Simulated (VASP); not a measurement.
Input of a VASP 6.6.1 run:

The input INCAR:

```
SYSTEM = FeSi
PREC = Accurate
ENCUT = 600
EDIFF = 1E-6
ISMEAR = -1
SIGMA = 0.01
LREAL = .False.
LASPH = .True.
NELM = 100
ALGO = Fast
ISIF = 3
LWAVE = .False.
LCHARG = .False.
GGA = PE
IBRION = 2
NSW = 60
EDIFFG = -0.01
```

KPOINTS

```
Automatic mesh
0
Gamma
  6 6 6
  0 0 0
```

POSCAR

```
FeSi
1.0
    4.5507000000      0.0000000000      0.0000000000
    0.0000000000      4.5507000000      0.0000000000
    0.0000000000      0.0000000000      4.5507000000
Fe Si
4 4
Direct
    0.1365200000      0.1365200000      0.1365200000
    0.3634800000      0.8634800000      0.6365200000
    0.6365200000      0.3634800000      0.8634800000
    0.8634800000      0.6365200000      0.3634800000
    0.8424000000      0.8424000000      0.8424000000
    0.6576000000      0.1576000000      0.3424000000
    0.3424000000      0.6576000000      0.1576000000
    0.1576000000      0.3424000000      0.6576000000
```

Potentials or basis: VASP PAW PBE potentials, release 64 (Fe, Si).

The run is started by

```sh
$ cat potpaw_PBE.64/Fe/POTCAR potpaw_PBE.64/Si/POTCAR > POTCAR
$ mpirun -np 1 vasp_std > vasp.out
```

Q: Estimate the relaxed cell.

A: a = 4.448 Å, b = 4.448 Å, c = 4.448 Å, α = 90.00°, β = 90.00°, γ = 90.00°.

Q: Predict the space group after relaxing (to 0.05 Å).

A: P2_13 (No. 198).

Forces in eV/Å, atoms in the order of the input:
```
Fe   0.002  0.002  0.002
Fe  -0.002 -0.002  0.002
Fe   0.002 -0.002 -0.002
Fe  -0.002  0.002 -0.002
Si   0.001  0.001  0.001
Si  -0.001 -0.001  0.001
Si   0.001 -0.001 -0.001
Si  -0.001  0.001 -0.001
```

Spin polarisation is off, so any magnetic state and its effect on volume and gap are missing.
